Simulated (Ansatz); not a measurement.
ZnSnN2 as one 8-atom ordering (I4_1/amd) on the rocksalt lattice, relaxed with r2SCAN. The symmetry is I4_1/amd (No. 141, tetragonal); conventional cell a = 4.388 Å, c = 9.368 Å, 11.27 Å³ an atom. Zn is surrounded by 6 N at 2.20–2.51 Å; N is surrounded by 3 Sn at 2.18–2.20 Å and 3 Zn at 2.20–2.51 Å; Sn is surrounded by 6 N at 2.18–2.20 Å.

```
Zn N Sn
1.0
    -2.19384    2.19384    4.68394
     2.19384   -2.19384    4.68394
     2.19384    2.19384   -4.68394
Zn N Sn
2 4 2
Direct
  0.75000 0.25000 0.50000
  0.00000 0.00000 0.00000
  0.48253 0.98253 0.50000
  0.73253 0.73253 0.00000
  0.01747 0.51747 0.50000
  0.26747 0.26747 0.00000
  0.25000 0.75000 0.50000
  0.50000 0.50000 0.00000
```

3 runs of Ansatz on this cell differ in the functional (and in the settings that go with it). Levels are in eV from each run's valence top; v1 is the last filled band, c1 the first empty one.

Run A, mean stress +6.6 GPa (compression positive):
```tsv
point	v2	v1	c1	c2
Γ	-1.50	-1.31	0.21	1.36
X	-0.07	-0.07	3.32	3.32
P	0.00	0.00	4.24	4.24
```

Run B, mean stress -1.5 GPa (compression positive):
```tsv
point	v2	v1	c1	c2
Γ	-1.45	-1.23	1.40	2.70
X	-0.08	-0.08	4.54	4.54
P	0.00	0.00	5.55	5.55
```

Run C, mean stress 0.0 GPa (compression positive):
```tsv
point	v2	v1	c1	c2
Γ	-1.55	-1.36	0.63	1.83
X	-0.07	-0.07	3.87	3.87
P	0.00	0.00	4.81	4.81
```

Task: Match the runs to PBE, r2SCAN, HSE06.

Result: A is PBE, B is HSE06, C is r2SCAN. In order of the gap: PBE 0.01, r2SCAN 0.49, HSE06 1.27 eV. The stress vanishes for r2SCAN, which relaxed the cell.

No spin polarisation. The prototype was imposed, so other structures may be more stable.

Spin-orbit coupling is left out, which matters wherever the heavy atoms make up the band edges.

The stress of a hybrid is loosely converged in these runs.

Gaps or overlaps of about a tenth of an eV are at the limit of these meshes: between the points read a gap can be smaller or closed.
